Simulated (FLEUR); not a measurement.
A run of FLEUR MaX-R8.1 (later development tree) is set up as follows.

Contents of inp.xml:

```xml
<?xml version="1.0" encoding="UTF-8" standalone="no"?>
<fleurInput fleurInputVersion="0.39">
   <comment>
      GaN                                                                                                 
   </comment>
   <calculationSetup>
      <cutoffs Kmax="4.86" Gmax="15.1" GmaxXC="15.1" numbands="0"/>
      <scfLoop itmax="60" minDistance="0.00001" maxIterBroyd="15" imix="Anderson" alpha="0.05" precondParam="0.0" spinf="2.0" sdNocoIR="T"/>
      <coreElectrons ctail="T" frcor="F" kcrel="0" coretail_lmax="0"/>
      <xcFunctional name="pbe" relativisticCorrections="F"/>
      <magnetism jspins="1"/>
      <soc l_soc="F" theta="0.0" phi="0.0" spav="F"/>
      <expertModes spex="0" secvar="F"/>
      <geometryOptimization l_f="T" forcealpha="1.0" forcemix="BFGS" epsdisp="0.0005" epsforce="0.0002"/>
      <ldaU l_linMix="F" mixParam="0.05" spinf="1.0"/>
   </calculationSetup>
   <cell>
      <bzIntegration valenceElectrons="26.0" mode="hist" fermiSmearingEnergy="0.00183747">
         <kPointListSelection listName="default-1"/>
         <!-- k-points included here -->
         <xi:include xmlns:xi="http://www.w3.org/2001/XInclude" href="kpts.xml"> </xi:include>
      </bzIntegration>
      <!-- symmetry operations included here -->
      <xi:include xmlns:xi="http://www.w3.org/2001/XInclude" href="sym.xml"> </xi:include>
      <bulkLattice scale="1.0">
         <bravaisMatrix>
            <row-1>    0.0000000000000000     4.2584989697947204     4.2584989697947204</row-1>
            <row-2>    4.2584989697947204     0.0000000000000000     4.2584989697947204</row-2>
            <row-3>    4.2584989697947204     4.2584989697947204     0.0000000000000000</row-3>
         </bravaisMatrix>
      </bulkLattice>
   </cell>
   <atomSpecies>
      <species name="Gallium (Ga)" element="Ga" atomicNumber="31">
         <mtSphere radius="1.88" gridPoints="641" logIncrement="0.019"/>
         <atomicCutoffs lmax="8" lnonsphr="6"/>
         <electronConfig flipSpins="F">
            <coreConfig>(1s1/2) (2s1/2) (2p1/2) (2p3/2)</coreConfig>
            <valenceConfig>(3s1/2) (3p1/2) (3p3/2) (4s1/2) (3d3/2) (3d5/2) (4p1/2) (4p3/2)</valenceConfig>
            <stateOccupation state="(4p1/2)" spinUp="0.166667" spinDown="0.166667"/>
            <stateOccupation state="(4p3/2)" spinUp="0.333333" spinDown="0.333333"/>
         </electronConfig>
         <energyParameters s="4" p="4" d="3" f="4"/>
         <lo type="SCLO" l="0" n="3" eDeriv="0"/>
         <lo type="SCLO" l="1" n="3" eDeriv="0"/>
         <lo type="SCLO" l="1" n="3" eDeriv="1"/>
         <lo type="HELO" l="2" n="4" eDeriv="0"/>
         <lo type="HELO" l="2" n="4" eDeriv="1"/>
         <lo type="SCLO" l="3" n="4" eDeriv="2"/>
      </species>
      <species name="Nitrogen (N)" element="N" atomicNumber="7">
         <mtSphere radius="1.44" gridPoints="489" logIncrement="0.021"/>
         <atomicCutoffs lmax="8" lnonsphr="6"/>
         <electronConfig flipSpins="F">
            <coreConfig>(1s1/2)</coreConfig>
            <valenceConfig>(2s1/2) (2p1/2) (2p3/2)</valenceConfig>
            <stateOccupation state="(2p1/2)" spinUp="0.500000" spinDown="0.500000"/>
            <stateOccupation state="(2p3/2)" spinUp="1.000000" spinDown="1.000000"/>
         </electronConfig>
         <energyParameters s="2" p="2" d="3" f="4"/>
         <lo type="SCLO" l="0" n="2" eDeriv="2"/>
         <lo type="SCLO" l="1" n="2" eDeriv="2"/>
         <lo type="SCLO" l="2" n="3" eDeriv="2"/>
      </species>
   </atomSpecies>
   <atomGroups>
      <atomGroup species="Gallium (Ga)">
         <relPos label="                   1">.0000000000 .0000000000 .0000000000</relPos>
         <force calculate="T" relaxXYZ="TTT"/>
      </atomGroup>
      <atomGroup species="Nitrogen (N)">
         <relPos label="                   2">1.000/4.000 1.000/4.000 1.000/4.000</relPos>
         <force calculate="T" relaxXYZ="TTT"/>
      </atomGroup>
   </atomGroups>
   <output dos="F" band="F" slice="F">
      <checks vchk="F" cdinf="F"/>
      <bandDOS minEnergy="-.5*Htr" maxEnergy="0.5*Htr" sigma="0.015" storeEVData="T"/>
      <vacuumDOS vacdos="F" integ="F" star="F" nstars="0" locx1="0.0" locy1="0.0" locx2="0.0" locy2="0.0" nstm="0" tworkf="0.0"/>
      <unfoldingBand unfoldBand="F" supercellX="1" supercellY="1" supercellZ="1"/>
      <plotting iplot="0" polar="F">
         <plot TwoD="T" vec1="  1.0  0.0  0.0" vec2="  0.0  1.0  0.0" vec3="  0.0  0.0  1.0" zero="  0.0  0.0  0.0" file="plot"/>
      </plotting>
      <chargeDensitySlicing numkpt="0" minEigenval="0.0" maxEigenval="0.0" nnne="0" pallst="F"/>
      <specialOutput eonly="F"/>
      <moessbauerParams electricFieldGradient="T" isomerShift="T" coreHyperfine="T" valenceHyperfine="T"/>
      <magneticCircularDichroism mcd="F" energyLo="-10.0" energyUp="0.0"/>
   </output>
  <!-- We include the file relax.xml here to enable relaxations (see documentation) -->
  <xi:include xmlns:xi="http://www.w3.org/2001/XInclude" href="relax.xml"> <xi:fallback/> </xi:include>
</fleurInput>
```

Contents of crystal.txt:

```
GaN
&input cartesian=F /
0.0000000000  2.2535006075  2.2535006075
2.2535006075  0.0000000000  2.2535006075
2.2535006075  2.2535006075  0.0000000000
1.8897261246
1.0 1.0 1.0

2
31 0.0000000000  0.0000000000  0.0000000000
7 0.2500000000  0.2500000000  0.2500000000

&kpt div1=10 div2=10 div3=10 gamma=T /
```

Potentials or basis: all-electron, FLAPW.

Run with:

```sh
$ inpgen -f crystal.txt -profile fastHighL
$ # inp.xml edited to the form shown
$ fleur_MPI
```

(1) Estimate the band gap on the k mesh.

Answers

(1) 1.73 eV, direct.

**Experimental background.**

A printed reference work, textbook reports, for a bulk crystal of GaN at 0 K: band gap 3.299 eV (direct).

A measured gap of GaN is 3.299 eV (direct; 0 K; a printed reference work, textbook); the calculated 1.73 eV misses it by -1.57 eV. Spin-orbit coupling on Ga is left out. The value is that of PBE, without temperature or zero-point motion. Semilocal functionals fall short of measured gaps as a rule. The cell is a database's relaxed one, not the measured one, which moves gaps too.
